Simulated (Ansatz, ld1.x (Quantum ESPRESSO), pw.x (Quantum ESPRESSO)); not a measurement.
## vanadium: one change to the TM potential, in the atom and in the fcc crystal

```
Element                 : vanadium
Generator               : ld1.x (Quantum ESPRESSO) 7.5
Type                    : norm-conserving Troullier–Martins (Kleinman–Bylander form)
Functional              : PBEsol
Relativity              : scalar-relativistic
Frozen core             : [Ar]
Valence charge          : 5
Reference configuration : 3d3 4s2 4p0
Partial waves           : 4s (bound): rc 2.80 bohr; 4p (bound, empty): rc 3.35 bohr; 3d (bound): rc 1.80 bohr
Local potential         : all-electron potential smoothed inside 1.85 bohr (lloc = -2)
Core correction         : none
```

Change: type PAW; waves now 4s (bound): rcut 2.45, rcutus 2.80 bohr; 4s channel at 0.9 Ry: rcut 2.45, rcutus 2.80 bohr; 4p (bound): rcut 2.90, rcutus 3.35 bohr; 4p channel at 4.2 Ry: rcut 2.90, rcutus 3.35 bohr; 3d (bound): rcut 1.55, rcutus 1.80 bohr; 3d channel at 2.65 Ry: rcut 1.55, rcutus 1.80 bohr; local potential all-electron potential smoothed inside 2.05 bohr (lloc = -1); augmentation PSQ, inside the norm-conserving radii.

Cutoffs, loose and tight: the cutoffs (Ry, on a coarse ladder) from which the occupation-weighted sum of valence levels, in a spherical-Bessel basis at the reference potential, stays within 10 and 1 mRy of its value at 400 Ry. They do not see the model core or the augmentation charge, which bear on the density cutoff. Test errors are all-electron minus pseudo excitation energies from the reference, over the configurations 3d3 4s1 4p0; 3d3 4s0 4p0; 3d2 4s0 4p0; 3d4 4s0 4p0; 3d3.5 4s1.5 4p0; 3d2 4s2 4p1; 3d3 4s1.5 4p0; variants that change the core or the reference have their own tests.

Crystal test: fcc V in pw.x 7.5, no spin, 15³ k-points, Fermi–Dirac smearing 0.01 Ry, cutoffs set for each file from its atomic test. The reference is all-electron LAPW (Ansatz 0.2.0) with the same functional, mesh and smearing; V0 and B0 come from Birch–Murnaghan fits to the pressures at five volumes. Errors are pseudo minus all-electron; Δ is the rms difference of the E(V) curves that follow from these fits, minima aligned, over ±6 % about the mean V0. Mesh and smearing are coarse, so the numbers serve the comparison and aren't converged zero-temperature values; the lattice is a test structure that the element need not adopt.

All-electron: a0 = 3.773 Å (V0 = 13.42 Å³/atom), B0 = 187.5 GPa.

Task: Does the change bring the crystal closer to the all-electron result?

Result: The mean pressure error goes from -0.27 to +6.89 GPa, so the change moves the solid further from the all-electron pressures. The B0 error goes the other way, from -4.8 to +3.2 %. At 80 % of its cutoff the pressure of the base moves by -0.32 GPa.

| quantity | base | changed |
| --- | --- | --- |
| outcome (atom) | generated | generated |
| cutoff, loose (atom) | 70 Ry | 30 Ry |
| cutoff, tight (atom) | 80 Ry | 45 Ry |
| bound ghosts (atom) | none | none |
| largest test error (meV) (atom) | -137 | -479 |
| cutoffs in pw.x (Ry) | 100/400 | 55/440 |
| a0 (Å) | 3.771 | 3.814 |
| a0 error (%) | -0.04 | +1.10 |
| B0 error (%) | -4.8 | +3.2 |
| Δ (meV/atom) | 1.0 | 18.9 |
| mean pressure error (GPa) | -0.27 | +6.89 |

Base: The largest radius (3.35 bohr) exceeds half the bond length (2.52 bohr), so the spheres overlap, which is one possible source of error among others. The logarithmic derivative shows an extra or strongly shifted pseudo pole above the reference energy (s near 1.12 Ry). Changed file: The largest radius (3.35 bohr) exceeds half the bond length (2.52 bohr), so the spheres overlap, which is one possible source of error among others. This is a poor potential for the solid. The atomic cutoffs weigh occupied waves only.
